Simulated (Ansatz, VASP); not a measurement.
Cu: VASP beside Ansatz

File INCAR:

```
SYSTEM = Cu
PREC = Accurate
ENCUT = 520
EDIFF = 1E-6
ISMEAR = 1
SIGMA = 0.05
LREAL = .FALSE.
LASPH = .TRUE.
NELM = 60
ALGO = Normal
ISIF = 2
LWAVE = .FALSE.
LCHARG = .FALSE.
GGA = PS
NBANDS = 30
```

KPOINTS

```
regular mesh
0
G
  3 3 1
  0 0 0
```

Contents of POSCAR:

```
Cu
1.0
    2.5307640300      0.0000000000      0.0000000000
   -1.2653820100      2.1917059400      0.0000000000
    0.0000000000      0.0000000000      8.2618150800
Cu
4
Direct
    0.0000000000      0.0000000000      0.0000000000
    0.3333333300      0.6666666700      0.2500000000
    0.0000000000      0.0000000000      0.5000000000
    0.6666666700      0.3333333300      0.7500000000
```

Input for Ansatz:

```yaml
crystal:
  lattice:
    - [2.53076403, 0.0, 0.0]
    - [-1.26538201, 2.19170594, 0.0]
    - [0.0, 0.0, 8.26181508]
  atoms:
    - { symbol: Cu, position: [0.0, 0.0, 0.0] }
    - { symbol: Cu, position: [0.33333333000000004, 0.66666667, 0.25] }
    - { symbol: Cu, position: [0.0, 0.0, 0.5] }
    - { symbol: Cu, position: [0.6666666700000001, 0.33333333, 0.75] }
kpoints:
  mp_grid:
    grid: [3, 3, 1]
hamiltonian:
  xc: pbesol
scf:
  occupations:
    method: cold
    width: 0.05
output:
  forces: true
  stress: true
```

This isn't the form of Cu at room conditions, which is fcc.

Alike in both runs: task single point; functional PBEsol; k mesh 3 × 3 × 1; no spin polarisation.

|  | VASP | Ansatz |
| --- | --- | --- |
| version | VASP 6.6.1 | Ansatz 0.2.0 |
| potentials or method | VASP PAW PBE potentials, release 64 (Cu) | plane waves, PAW |
| plane-wave cutoff (eV) | 520 | 420 |
| occupations | methfessel-paxton of order 1, width 0.05 eV | cold, width 0.05 eV |
| valence electrons in the cell | 44 | 76 |

VASP gave:

| Property | Result |
| --- | --- |
| pressure (GPa) | -1.9 |
| largest component of the traceless stress (GPa) | 1.22 |

Problem. Estimate Ansatz's values.

Solution. Pressure (GPa): -3.3; largest component of the traceless stress (GPa): 1.48.

The two sets of potentials don't hold the same shells in valence.

Caveats: the k mesh is coarse (spacing up to 0.96 Å⁻¹), so the values aren't converged; the PAW data sets were made with another functional, which shifts forces and pressure a little (VASP).
